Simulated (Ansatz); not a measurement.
# HfO2: band structure with RPBE

**Measured values to compare with.**

From “Temperature dependence of self-trapped exciton luminescence in nanostructured hafnia powder”, 2021, arxiv:2112.02602, for a bulk crystal of HfO2: band gap 5.54 eV (indirect).

Crystal: HfO2.

```
Hf O
1.0
     5.11800    0.00000    0.00000
     0.00000    5.18570    0.00000
    -0.85866    0.00000    5.21387
Hf O
4 8
Direct
  0.27550 0.46030 0.70800
  0.72450 0.96030 0.79200
  0.72450 0.53970 0.29200
  0.27550 0.03970 0.20800
  0.07420 0.16840 0.84670
  0.92580 0.66840 0.65330
  0.92580 0.83160 0.15330
  0.07420 0.33160 0.34670
  0.44870 0.74190 0.98010
  0.55130 0.24190 0.51990
  0.55130 0.25810 0.01990
  0.44870 0.75810 0.48010
```

| Quantity | Value |
| --- | --- |
| Program | Ansatz 0.2.0 |
| Task | band structure |
| Functional | RPBE |
| Potentials or basis | Ansatz PAW |
| Cutoff | 420 eV (not typed: the program's choice for these potentials) |
| k mesh | 4 × 4 × 4 |
| Occupations | fermi-dirac, width 0.05 eV |
| Spin | no spin polarisation |
| Path | [["G", "Y", "H", "C", "E", "M1", "A", "X", "H1"], ["M", "D", "Z"], ["Y", "D"]] |
| Points for each segment of the path | 10 |

```
Pressure                : 10.7 GPa
Largest force           : 0.503 eV/Å
Band gap on the k mesh  : 4.24 eV, indirect (least direct gap 4.33 eV)
Band gap along the path : 4.24 eV, indirect (least direct gap 4.31 eV)
```

Forces on the atoms (eV/Å):
```
Hf   0.218  0.019  0.109
Hf  -0.218  0.019 -0.109
Hf  -0.218 -0.019 -0.109
Hf   0.218 -0.019  0.109
O   -0.425 -0.182 -0.197
O    0.425 -0.182  0.197
O    0.425  0.182  0.197
O   -0.425  0.182 -0.197
O   -0.193  0.029 -0.073
O    0.193  0.029  0.073
O    0.193 -0.029  0.073
O   -0.193 -0.029 -0.073
```

Stress tensor (GPa, compression positive):
```
10.70  0.00  0.70
 0.00 10.16  0.00
 0.70  0.00 11.34
```

Levels at the corners of the path, in eV from the valence-band top:
```tsv
point	band 74	band 75	band 76	band 77	band 78	band 79
Γ	-0.47	-0.14	0.00	4.70	5.22	5.41
Y	-0.78	-0.46	-0.46	4.92	4.92	5.34
H	-0.71	-0.62	-0.34	4.47	4.67	5.57
C	-0.92	-0.49	-0.49	4.56	4.56	5.66
E	-0.99	-0.70	-0.70	4.74	4.74	5.43
M1	-0.98	-0.67	-0.67	4.75	4.75	5.46
A	-0.85	-0.56	-0.56	4.95	4.95	5.40
X	-0.53	-0.46	-0.09	4.24	5.28	5.36
H1	-0.71	-0.62	-0.34	4.47	4.67	5.57
M	-0.98	-0.67	-0.67	4.75	4.75	5.46
D	-0.89	-0.59	-0.59	5.10	5.10	5.27
Z	-0.78	-0.40	-0.40	5.22	5.22	5.70
Y	-0.78	-0.46	-0.46	4.92	4.92	5.34
D	-0.89	-0.59	-0.59	5.10	5.10	5.27
```

It took 44 s on 4 threads of Arm Neoverse V1, on a shared host, peak memory 1.1 GiB.

Against the measured gap of HfO2, 5.54 eV (indirect; quoted in “Temperature dependence of self-trapped exciton luminescence in nanostructured hafnia powder”, 2021, arxiv:2112.02602), the calculated 4.24 eV is off by -1.30 eV. Spin-orbit coupling on Hf is left out. The value is that of RPBE, without temperature or zero-point motion. Semilocal functionals fall short of measured gaps as a rule.

Caveat: the pressure holds a Pulay correction of +0.7 GPa for the finite cutoff; spin-orbit coupling is left out, which moves the levels of the heavy elements; the PAW data sets come from PBE, with cores solved anew for the run's functional, which leaves a small shift of forces and pressure.
